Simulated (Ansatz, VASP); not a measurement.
One calculation of Os, two programs

```
Os
1.0
    -1.35071    1.35071    1.91023
     1.35071   -1.35071    1.91023
     1.35071    1.35071   -1.91023
Os
1
Direct
  0.00000 0.00000 0.00000
```

Alike in both runs: functional PBEsol; k mesh 28 × 28 × 28; occupations gaussian, width 0.1 eV; no spin polarisation.

Ansatz relaxed the structure, and its values are those at the end. VASP's run is a single point on that final structure, the one shown.

|  | VASP | Ansatz |
| --- | --- | --- |
| version | VASP 6.6.1 | Ansatz 0.2.0 |
| potentials or method | VASP PAW PBE potentials, release 64 (Os) | scalar-relativistic, plane waves, PAW |
| plane-wave cutoff (eV) | 520 | 420 |
| valence electrons in the cell | 8 | 16 |

Ansatz gave:

| Item | Value |
| --- | --- |
| gap on the k mesh at the Fermi level (eV) | none |
| pressure (GPa) | 0.0 |

Task: Estimate VASP's values.

Result: gap on the k mesh at the Fermi level (eV): none; pressure (GPa): 0.5.

A gap of «none» marks a metal or a gap that the smearing closes. With one functional, cell and mesh, what is left measures potentials, basis and numerics. The two sets of potentials don't hold the same shells in valence.

Caveats: the PAW data sets were made with another functional, which shifts forces and pressure a little (VASP). The runs have no spin-orbit coupling, so splittings on Os are missing.
